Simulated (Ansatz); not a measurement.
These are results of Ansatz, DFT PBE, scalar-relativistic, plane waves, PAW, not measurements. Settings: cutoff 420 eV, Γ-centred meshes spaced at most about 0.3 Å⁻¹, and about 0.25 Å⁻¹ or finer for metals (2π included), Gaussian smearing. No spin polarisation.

All energies are static (0 K, no zero-point motion).

Two relaxed structures of Ti3Se:

A.

```
CELL_PARAMETERS angstrom
3.35671 0.00000 0.00000
0.00000 3.35671 0.00000
0.00000 0.00000 5.80068
ATOMIC_POSITIONS crystal
Ti 0.50000 0.50000 0.26050
Ti 0.50000 0.50000 0.73950
Ti 0.00000 0.00000 0.00000
Se 0.00000 0.00000 0.50000
```

B.

```
CELL_PARAMETERS angstrom
3.99389 0.00000 0.00000
0.00000 3.99389 0.00000
0.00000 0.00000 3.99389
ATOMIC_POSITIONS crystal
Ti 0.00000 0.50000 0.50000
Ti 0.50000 0.00000 0.50000
Ti 0.50000 0.50000 0.00000
Se 0.00000 0.00000 0.00000
```

Question: Which would you expect to be lower, and how large is the difference?

Answer: A is lower, by 153 meV/atom. A has space group P4/mmm (No. 123), 16.3 Å³/atom and no gap on its mesh; B has space group Pm-3m (No. 221), 15.9 Å³/atom and no gap. Counting Ti atoms around Se (those within 1.25 times the shortest such distance or 1.15 times the sum of covalent radii), A has Se 10 and B has Se 12. In A, around Ti on a site of symmetry 4mm lie 4 Se at 2.75 Å, 5 Ti at 2.78–2.81 Å, 1 Ti at 3.02 Å and 4 Ti at 3.36 Å; around Ti on a site of symmetry 4/mmm lie 8 Ti at 2.81 Å, 2 Se at 2.90 Å and 4 Ti at 3.36 Å; Se is surrounded by 10 Ti at 2.75–2.90 Å and 4 Se at 3.36 Å. In B, around Ti lie 4 Se at 2.82 Å and 8 Ti at 2.82 Å; Se has 12 Ti at 2.82 Å. Both come from invented guesses.

Cells relaxed within their symmetry can be saddle points.
